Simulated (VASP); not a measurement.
Wanted: the native input for a VASP 6.6.1 run.

| Item | Value |
| --- | --- |
| Task | optical spectrum |
| Functional | PBE |
| Potentials or basis | VASP PAW PBE potentials, release 64 (Al, N) |
| Cutoff | 520 eV |
| k mesh | 12 × 12 × 6 |
| Occupations | gaussian, width 0.03 eV |
| Spin | no spin polarisation |
| Further INCAR settings | ALGO = Normal; EDIFF = 1e-06; NBANDS = 32 |

The structure of AlN lies in POSCAR:

```
AlN                                     
1.0
    3.1131018738     -0.0000000000      0.0000000000
   -1.5565509369      2.6960253073      0.0000000000
    0.0000000000      0.0000000000      4.9818131052
  Al              N             
     2     2
Direct
     0.3333333332999970    0.6666666667000030    0.9989855796533158
     0.6666666667000030    0.3333333332999970    0.4989855796533157
     0.3333333332999970    0.6666666667000030    0.3810144203466868
     0.6666666667000030    0.3333333332999970    0.8810144203466868
```

These files were run (other wordings do the same):

INCAR

```
SYSTEM = AlN
  PREC = Accurate
  ENCUT = 520
  EDIFF = 1E-6
  ISMEAR = 0
  SIGMA = 0.03
  LREAL = .False.
  LASPH = .True.
  NELM = 80
  ALGO = Normal
  ISIF = 2
  LWAVE = .False.
  LCHARG = .False.
  GGA = PE
  LOPTICS = .True.
  NBANDS = 32
  NEDOS = 2000
  CSHIFT = 0.1
  KPAR = 2
```

KPOINTS

```
Automatic mesh
0
Gamma
  12 12 6
  0 0 0
```

Potentials or basis: VASP PAW PBE potentials, release 64 (Al, N).

Command:

```sh
$ cat potpaw_PBE.64/Al/POTCAR potpaw_PBE.64/N/POTCAR > POTCAR
$ mpirun -np 2 vasp_std > vasp.out
```

It gave:

| Property | Result |
| --- | --- |
| Pressure | 3.4 GPa |
| Largest force | 0.004 eV/Å |
| Band gap on the k mesh | 4.19 eV, direct |

Caveat: spectra need much finer meshes, so this one isn't converged; independent-particle spectra lack excitons.

Wall time 40 s on 2 MPI ranks on AMD EPYC 7R13 Processor (Zen 3), with other jobs on the host, peak memory 0.23 GiB a rank.
